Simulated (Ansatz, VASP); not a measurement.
**CaSe in VASP and in Ansatz**

Contents of POSCAR:

```
CaSe
1.0
    0.0000000000      2.9675351104      2.9675351104
    2.9675351104      0.0000000000      2.9675351104
    2.9675351104      2.9675351104      0.0000000000
Ca Se
1 1
Direct
    0.0000000000      0.0000000000      0.0000000000
    0.5000000000      0.5000000000      0.5000000000
```

The input INCAR.step1:

```
PREC = Accurate ; ENCUT = 520
ISMEAR = 0 ; SIGMA = 0.01
LREAL = False ; LASPH = True
NELM = 60 ; NBANDS = 15
GGA = PE ; ALGO = Normal
EDIFF = 1E-4 ; LWAVE = True
LCHARG = False
```

The input INCAR.step2:

```
PREC = Accurate ; ENCUT = 520
EDIFF = 1E-6 ; ISMEAR = 0
SIGMA = 0.01 ; LREAL = False
LASPH = True ; NELM = 60
ALGO = Normal ; ISIF = 2
LWAVE = False ; LCHARG = False
METAGGA = R2SCAN ; LMIXTAU = True
NBANDS = 15 ; ISTART = 1
```

Contents of KPOINTS:

```
Automatic mesh
0
Gamma
  8 8 8
```

Input for Ansatz:

```yaml
crystal:
  lattice:
    - [0.0, 2.9675351104, 2.9675351104]
    - [2.9675351104, 0.0, 2.9675351104]
    - [2.9675351104, 2.9675351104, 0.0]
  atoms:
    - { symbol: Ca, position: [0.0, 0.0, 0.0] }
    - { symbol: Se, position: [0.5, 0.5, 0.5] }
kpoints:
  mp_grid: { grid: [8, 8, 8] }
  band_path:
    path:
      - [0.0, 0.0, 0.0]
      - [0.5, 0.0, 0.5]
      - [0.625, 0.25, 0.625]
      - [0.375, 0.375, 0.75]
      - [0.5, 0.5, 0.5]
      - [0.5, 0.25, 0.75]
      - [0.0, 0.5, 0.5]
    npoints: 1
hamiltonian:
  xc: r2scan
scf:
  occupations: { method: fixed }
  n_extra_bands: 4
output:
  forces: true
  stress: true
  eigenvalues: true
```

The cell was built by a generator and needn't be a form met in nature.

Alike in both runs: task single point; functional r2SCAN; k mesh 8 × 8 × 8; no spin polarisation.

|  | VASP | Ansatz |
| --- | --- | --- |
| version | VASP 6.6.1 | Ansatz 0.2.0 |
| potentials or method | VASP PAW PBE potentials, release 64 (Ca_sv, Se) | plane waves, PAW |
| plane-wave cutoff (eV) | 520 | 500 |
| occupations | gaussian, width 0.01 eV | fixed |
| valence electrons in the cell | 16 | 26 |

|  | VASP | Ansatz | Ansatz less VASP |
| --- | --- | --- | --- |
| gap on the k mesh at the Fermi level (eV) | 2.52 | 2.52 | +0.001 |
| pressure (GPa) | 0.2 | 0.0 | -0.26 |

The two sets of potentials don't hold the same shells in valence.

Caveats: the PAW data sets were made with another functional, which shifts forces and pressure a little (VASP). r2SCAN opens gaps a little over a GGA but as a rule still falls short of measured ones. A k mesh can miss the band edges.
